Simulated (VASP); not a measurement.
# C (Pm-3m) in VASP: a series of runs

One crystal, C, is run at these levels: PBE; tasks: atomic charges, electron localisation function.

Everything below comes from runs of VASP 6.6.1. Logs are shortened: lines on timing, memory, paths and dates and some standing lists are left out, and cuts for length are marked.

### Step 1. The crystal as given

Symmetry: Pm-3m, No. 221, cubic system. Conventional cell: a = 2.620 Å, b = 2.620 Å, c = 2.620 Å, α = 90.00°, β = 90.00°, γ = 90.00°. Around C (site symmetry 4/mmm) lie 8 C at 1.85 Å.

The cell was built by a generator and needn't be a form met in nature.

### Step 2. Atomic charges, PBE

Contents of INCAR:

```
SYSTEM = C
PREC = Accurate ; ENCUT = 520
EDIFF = 1E-7 ; ISMEAR = 0
SIGMA = 0.02 ; LREAL = .False.
LASPH = .True. ; NELM = 60
ALGO = Normal ; ISIF = 2
LWAVE = .False. ; LCHARG = .False.
GGA = PE ; LORBIT = 11
```

Contents of KPOINTS:

```
regular mesh
0
Gamma
  10 10 10
  0 0 0
```

Contents of POSCAR:

```
C
1.0
    2.6197200000      0.0000000000      0.0000000000
    0.0000000000      2.6197200000      0.0000000000
    0.0000000000      0.0000000000      2.6197200000
C
3
Direct
    0.0000000000      0.5000000000      0.5000000000
    0.5000000000      0.0000000000      0.5000000000
    0.5000000000      0.5000000000      0.0000000000
```

Potentials or basis: VASP PAW PBE potentials, release 64 (C).

Launch:

```sh
$ cat potpaw_PBE.64/C/POTCAR > POTCAR
$ mpirun -np 1 vasp_std > vasp.out
```

OUTCAR:

```text
SYSTEM = C
   PREC = Accurate
   ENCUT = 520
   EDIFF = 1E-7
   ISMEAR = 0
   LREAL = .False.
   LASPH = .True.
   NELM = 60
   ISIF = 2
   GGA = PE
   LORBIT = 11

 ion  position               nearest neighbor table
   1  0.000  0.500  0.500-   2 1.85   3 1.85   3 1.85   2 1.85   2 1.85   3 1.85   3 1.85   2 1.85

   2  0.500  0.000  0.500-   1 1.85   3 1.85   3 1.85   1 1.85   3 1.85   3 1.85   1 1.85   1 1.85

   3  0.500  0.500  0.000-   1 1.85   2 1.85   1 1.85   2 1.85   2 1.85   2 1.85   1 1.85   1 1.85

  LATTYP: Found a simple cubic cell.
 ALAT       =     2.6197200000

  Lattice vectors:

 A1 = (   2.6197200000,   0.0000000000,   0.0000000000)
 A2 = (   0.0000000000,   2.6197200000,   0.0000000000)
 A3 = (   0.0000000000,   0.0000000000,   2.6197200000)

Analysis of symmetry for initial positions (statically):
=====================================================================
 Subroutine PRICEL returns:
 Original cell was already a primitive cell.

 Routine SETGRP: Setting up the symmetry group for a
 simple cubic supercell.

 Subroutine GETGRP returns: Found 48 space group operations
 (whereof 48 operations were pure point group operations)
 out of a pool of 48 trial point group operations.

The static configuration has the point symmetry O_h .

Analysis of symmetry for dynamics (positions and initial velocities):
=====================================================================
 Subroutine PRICEL returns:
 Original cell was already a primitive cell.

 Routine SETGRP: Setting up the symmetry group for a
 simple cubic supercell.

 Subroutine GETGRP returns: Found 48 space group operations
 (whereof 48 operations were pure point group operations)
 out of a pool of 48 trial point group operations.

The dynamic configuration has the point symmetry O_h .

 Subroutine INISYM returns: Found 48 space group operations
 (whereof 48 operations are pure point group operations),
 and found     1 'primitive' translations

----------------------------------------------------------------------------------------

                                     Primitive cell

  volume of cell :      17.9790

  direct lattice vectors                    reciprocal lattice vectors
     2.619720000  0.000000000  0.000000000     0.381720184  0.000000000  0.000000000
     0.000000000  2.619720000  0.000000000     0.000000000  0.381720184  0.000000000
     0.000000000  0.000000000  2.619720000     0.000000000  0.000000000  0.381720184

  length of vectors
     2.619720000  2.619720000  2.619720000     0.381720184  0.381720184  0.381720184

  position of ions in fractional coordinates (direct lattice)
     0.000000000  0.500000000  0.500000000
     0.500000000  0.000000000  0.500000000
     0.500000000  0.500000000  0.000000000

  ion indices of the primitive-cell ions
   primitive index   ion index
                 1           1
                 2           2
                 3           3

----------------------------------------------------------------------------------------

 KPOINTS: regular mesh

Automatic generation of k-mesh.
 Grid dimensions read from file:
 generate k-points for:   10   10   10

 Generating k-lattice:

  Cartesian coordinates                     Fractional coordinates (reciprocal lattice)
     0.038172018  0.000000000  0.000000000     0.100000000  0.000000000  0.000000000
     0.000000000  0.038172018  0.000000000     0.000000000  0.100000000  0.000000000
     0.000000000  0.000000000  0.038172018     0.000000000  0.000000000  0.100000000

  Length of vectors
     0.038172018  0.038172018  0.038172018

  Shift w.r.t. Gamma in fractional coordinates (k-lattice)
     0.000000000  0.000000000  0.000000000

 Subroutine IBZKPT returns following result:
 ===========================================

 Found     56 irreducible k-points:

 Following reciprocal coordinates:
            Coordinates               Weight
  0.000000  0.000000  0.000000      1.000000
  0.100000  0.000000  0.000000      6.000000
  0.200000  0.000000  0.000000      6.000000
  0.300000  0.000000  0.000000      6.000000
  0.400000  0.000000  0.000000      6.000000
  0.500000  0.000000  0.000000      3.000000
[... 16 lines left out ...]
  0.200000  0.100000  0.100000     24.000000
  0.300000  0.100000  0.100000     24.000000
 [... further k-points ...]
   k-points           NKPTS =     56   k-points in BZ     NKDIM =     56   number of bands    NBANDS=     10
   number of dos      NEDOS =    301   number of ions     NIONS =      3
   total plane-waves  NPLWV =   8000
   dimension x,y,z NGX =    20 NGY =   20 NGZ =   20
   dimension x,y,z NGXF=    40 NGYF=   40 NGZF=   40
   ions per type =               3
   NGX,Y,Z   is equivalent  to a cutoff of  12.69, 12.69, 12.69 a.u.
   NGXF,Y,Z  is equivalent  to a cutoff of  25.38, 25.38, 25.38 a.u.
 SYSTEM =  C
   PREC   = accura    normal or accurate (medium, high low for compatibility)
   ISTART =      0    job   : 0-new  1-cont  2-samecut
   ICHARG =      2    charge: 1-file 2-atom 10-const
   ISPIN  =      1    spin polarized calculation?
   LNONCOLLINEAR =      F non collinear calculations
   LSORBIT =      F    spin-orbit coupling
   LASPH  =      T    aspherical Exc in radial PAW
   ENCUT  =  520.0 eV  38.22 Ry    6.18 a.u.   4.87  4.87  4.87*2*pi/ulx,y,z
   NELM   =     60;   NELMIN=  2; NELMDL= -5     # of ELM steps
   EDIFF  = 0.1E-06   stopping-criterion for ELM
   LREAL  =      F    real-space projection
   EDIFFG = 0.1E-05   stopping-criterion for IOM
   NSW    =      0    number of steps for IOM
   IBRION =     -1    ionic relax: 0-MD 1-quasi-New 2-CG
   NFREE  =      0    steps in history (QN), initial steepest desc. (CG)
   ISIF   =      2    stress and relaxation
   ISYM   =      2    0-nonsym 1-usesym 2-fastsym
   POTIM  = 0.5000    time-step for ionic-motion
   TEBEG  =    0.0;   TEEND  =   0.0 temperature during run
   PSTRESS=    0.0 pullay stress
   NELECT =      12.0000    total number of electrons
   NUPDOWN=      -1.0000    fix difference up-down
   EMIN   =  10.00;   EMAX   =-10.00  energy-range for DOS
   EFERMI =   0.00;   METHOD = LEGACY
   ISMEAR =     0;   SIGMA  =   0.02  broadening in eV -4-tet -1-fermi 0-gaus
   EFERMI_NEDOS =   21; number of points for ismear=-14 and -15
   IALGO  =     38    algorithm
   IMIX   =      4    mixing-type and parameters
     AMIX     =   0.40;   BMIX     =  1.00
     AMIX_MAG =   1.60;   BMIX_MAG =  1.00
  volume/ion in A,a.u.               =       5.99        40.44
  Fermi-wavevector in a.u.,A,eV,Ry     =   1.430695  2.703621 27.849602  2.046888
  Thomas-Fermi vector in A             =   2.550512
   LORBIT       =     11    0 simple, 1 ext, 2 COOP (PROOUT), +10 PAW based schemes
   GGA     = PE    functional components
   LHFCALC =     F    Hartree Fock is set to
   AEXX    =    0.0000 exact exchange contribution
   IVDW    =     0    specifies the selected vdW correction
   LEPSILON=     F    determine dielectric tensor
   LRPA    =     F    only Hartree local field effects (RPA)
 non-spin polarized calculation
 Gauss-broadening in eV      SIGMA  =   0.02
  energy-cutoff  :      520.00
  volume of cell :       17.98
 maximum number of plane-waves:       500
 NGX is ok and might be reduce to    20
   NGX =  9   NGY =  9   NGZ =  9

 number of electron      11.9999999 magnetization

 Free energy of the ion-electron system (eV)
  ---------------------------------------------------
  ext. energy  EPLUGINS =         0.00000000
  ---------------------------------------------------
  free energy    TOTEN  =       -16.72999665 eV

  energy without entropy =      -16.72976666  energy(sigma->0) =      -16.72988166

 E-fermi :  10.8586     XC(G=0): -13.3590

 val. band max:       10.8458194754   @ k =   0.4000   0.0000   0.0000
 cond. band min:      10.8986758091   @ k =   0.3000   0.3000   0.1000
 fundamental gap:      0.0528563336
 Fermi energy:        10.8585879768

 k-point     1 :       0.0000    0.0000    0.0000
  band No.  band energies     occupation
      1     -11.8738      2.00000
      2       2.9462      2.00000
      3       2.9462      2.00000
      4       2.9462      2.00000
      5       7.9818      2.00000
      6       7.9818      2.00000
      7      15.2109      0.00000
      8      15.2109      0.00000
      9      15.2109      0.00000
     10      16.5739      0.00000

 k-point     2 :       0.1000    0.0000    0.0000
  band No.  band energies     occupation
      1     -11.7039      2.00000
      2       1.6856      2.00000
      3       3.1144      2.00000
      4       3.1144      2.00000
      5       8.0964      2.00000
      6       9.0197      2.00000
      7      14.8934      0.00000
      8      14.8934      0.00000
      9      14.9052      0.00000
     10      17.1984      0.00000

 k-point     3 :       0.2000    0.0000    0.0000
  band No.  band energies     occupation
      1     -11.1989      2.00000
      2      -0.6156      2.00000
      3       3.6060      2.00000
      4       3.6060      2.00000
      5       8.4384      2.00000
      6      10.6148      2.00000
      7      13.8774      0.00000
      8      13.8774      0.00000
      9      14.0965      0.00000
     10      18.7375      0.00000
[... 248 lines left out ...]
 k-point    23 :       0.2000    0.1000    0.1000
  band No.  band energies     occupation
      1     -10.8602      2.00000
      2      -0.2904      2.00000
      3       2.4148      2.00000
      4       2.6135      2.00000
      5      10.0391      2.00000
      6      11.5639      0.00000
      7      12.0904      0.00000
      8      12.8698      0.00000
      9      15.7049      0.00000
     10      16.9125      0.00000

 k-point    24 :       0.3000    0.1000    0.1000
  band No.  band energies     occupation
      1     -10.0465      2.00000
      2      -2.5922      2.00000
      3       3.2025      2.00000
      4       3.3384      2.00000
      5       9.7917      2.00000
      6      11.0690      0.00000
      7      11.3678      0.00000
      8      13.1001      0.00000
      9      15.1821      0.00000
     10      16.6339      0.00000

 [... further k-points ...]

------------------------ aborting loop because EDIFF is reached ----------------------------------------

  FORCE on cell =-STRESS in cart. coord.  units (eV):
  Direction    XX          YY          ZZ          XY          YZ          ZX
  --------------------------------------------------------------------------------------
  -------------------------------------------------------------------------------------
  Total        0.4898853      0.4898853      0.4898853      0.0000000      0.0000000      0.0000000
  in kB       43.6556424     43.6556424     43.6556424      0.0000000      0.0000000      0.0000000
  external PRESSURE =      43.6556424 kB  Pullay stress =       0.0000000 kB

 VOLUME and BASIS-vectors are now :
 -----------------------------------------------------------------------------
  energy-cutoff  :      520.00
  volume of cell :       17.98
      direct lattice vectors                 reciprocal lattice vectors
     2.619720000  0.000000000  0.000000000     0.381720184  0.000000000  0.000000000
     0.000000000  2.619720000  0.000000000     0.000000000  0.381720184  0.000000000
     0.000000000  0.000000000  2.619720000     0.000000000  0.000000000  0.381720184

 POSITION                                       TOTAL-FORCE (eV/Angst)
 -----------------------------------------------------------------------------------
      0.00000      1.30986      1.30986         0.000000      0.000000      0.000000
      1.30986      0.00000      1.30986         0.000000      0.000000      0.000000
      1.30986      1.30986      0.00000         0.000000      0.000000      0.000000
 -----------------------------------------------------------------------------------
    total drift:                                0.000000      0.000000      0.000000

  FREE ENERGIE OF THE ION-ELECTRON SYSTEM (eV)
  ---------------------------------------------------
  free  energy   TOTEN  =       -16.7299966547 eV

  energy  without entropy=      -16.7297666631  energy(sigma->0) =      -16.72988166

 total charge

# of ion       s       p       d       tot
------------------------------------------
    1        0.889   1.346   0.000   2.234
    2        0.889   1.346   0.000   2.234
    3        0.889   1.346   0.000   2.234
--------------------------------------------------
tot          2.666   4.037   0.000   6.703
```

It used 4.3 s of CPU time on 1 thread of Intel(R) Xeon(R) Platinum 8559C (Emerald Rapids), with other jobs on the host, which was overloaded at the time.

What came out:

- Free energy: -16.7300 eV
- Pressure: 4.4 GPa
- Band gap on the k mesh: none (metal or under the smearing width)
- Valence electrons inside the program's atomic spheres: C 2.23

### Step 3. Electron localisation function, PBE

Contents of INCAR:

```
SYSTEM = C
  ALGO = Fast
  EDIFF = 1E-7
  ENCUT = 520
  GGA = PE
  ISIF = 2
  ISMEAR = 0
  LASPH = .True.
  LCHARG = .True.
  LELF = .True.
  LREAL = .False.
  LWAVE = .False.
  NELM = 60
  PREC = Accurate
  SIGMA = 0.02
```

Contents of KPOINTS:

```
k-points
0
Gamma
  10 10 10
  0 0 0
```

POSCAR is that of step 2.

Potentials or basis: VASP PAW PBE potentials, release 64 (C).

Launch:

```sh
$ cat potpaw_PBE.64/C/POTCAR > POTCAR
$ mpirun -np 1 vasp_std > vasp.out
```

Wall time 13 s (1 thread of Intel Xeon Platinum 8559C (Emerald Rapids), shared host); peak memory 0.11 GiB.

The run converged. Its results:

```
Free energy            : -16.7300 eV
Pressure               : 4.4 GPa
Band gap on the k mesh : none (metal or under the smearing width)
```

Levels at points of the mesh, in eV from the Fermi level:
```tsv
k point	band 2	band 3	band 4	band 5	band 6	band 7	band 8	band 9	band 10
(0.00, 0.00, 0.00)	-7.91	-7.91	-7.91	-2.88	-2.88	4.35	4.35	4.35	5.71
(0.50, 0.00, 0.00)	-16.76	-5.16	-5.16	-0.71	-0.71	-0.31	0.08	2.28	6.11
(0.50, 0.50, 0.00)	-13.67	-13.67	-10.47	-1.19	0.16	0.16	2.32	4.57	4.57
(0.50, 0.50, 0.50)	-9.75	-9.75	-9.75	-9.14	-9.14	-9.14	4.68	10.29	10.29
```

### Step 4. For comparison

An earlier run on the cell as given: functional PBE; potentials or basis VASP PAW PBE potentials, release 64 (C); cutoff 520 eV; k mesh 10 × 10 × 10; occupations fermi-dirac, width 0.05 eV; no spin polarisation.

- Pressure: 3.0 GPa
- Band gap on the k mesh: none (metal or under the smearing width)

### Step 5. Overview

```tsv
task	smearing	gap on the mesh (eV)	pressure (GPa)
atomic charges	gaussian 0.02 eV	none	4.4
electron localisation function	gaussian 0.02 eV	none	4.4
single point	fermi-dirac 0.05 eV	none	3.0
```

Alike in all rows: level PBE; potentials or basis VASP PAW PBE potentials, release 64 (C); no spin polarisation; cell as given; k mesh 10 × 10 × 10; cutoff (eV) 520.

Every run on the cell as given and a fine mesh finds a metal.

Absolute energies hang on the potentials; compare differences alone.
